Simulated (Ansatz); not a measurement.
GePt: Pt vacancy

Level of theory: DFT PBE, scalar-relativistic, plane waves, PAW in Ansatz 0.2.0. (420 eV cutoff, 4×4×4 k-mesh, shifted by half a step, Gaussian smearing of 0.10 eV, no spin polarisation)

Host crystal, relaxed:

```yaml
crystal:
  lattice:
    - [5.82714, 0.00000, 0.00000]
    - [0.00000, 3.74452, 0.00000]
    - [0.00000, 0.00000, 6.19055]
  atoms:
    - { symbol: Ge, position: [0.81323, 0.75000, 0.58749] }
    - { symbol: Ge, position: [0.18677, 0.25000, 0.41251] }
    - { symbol: Ge, position: [0.68677, 0.25000, 0.08749] }
    - { symbol: Ge, position: [0.31323, 0.75000, 0.91251] }
    - { symbol: Pt, position: [0.00178, 0.75000, 0.19301] }
    - { symbol: Pt, position: [0.99822, 0.25000, 0.80699] }
    - { symbol: Pt, position: [0.49822, 0.25000, 0.69301] }
    - { symbol: Pt, position: [0.50178, 0.75000, 0.30699] }
```

Supercell of 32 atoms, rows in host cell vectors: 1 0 -1; 1 0 1; -1 -2 0. Atoms relax at the host's cell, keeping the symmetry that the supercell leaves at the site. The cell is small, so energies carry finite-size errors of tenths of an eV. The host is a metal. Atoms are taken from and returned to the elements' standard states.

Spin-orbit coupling is left out, which matters for the bands and energies of heavy elements.

Defect: Pt vacancy at (0.002, 0.750, 0.193) of the host cell.

**Question.** What is the formation energy of the neutral defect?

**Answer.** 1.06 eV.

**Question.** Does the neutral defect carry a moment, and how do its surroundings relax?

**Answer.** The neutral run had no spin polarisation, so a moment wasn't tested. The nearest neighbours before are 1 Ge at 2.51 Å, 2 Ge at 2.55 Å, 1 Ge at 2.68 Å, 2 Ge at 2.70 Å, 2 Pt at 3.00 Å; after relaxation the atoms near the site are 1 Ge at 2.35 Å, 2 Ge at 2.42 Å, 1 Ge at 2.59 Å, 2 Ge at 2.64 Å, 2 Pt at 2.92 Å, 2 Pt at 3.04 Å; the largest move is 0.17 Å.

Cost: 2 runs of about 14 core-minutes in all, on AMD EPYC 9R45 (Zen 5) (shared hosts).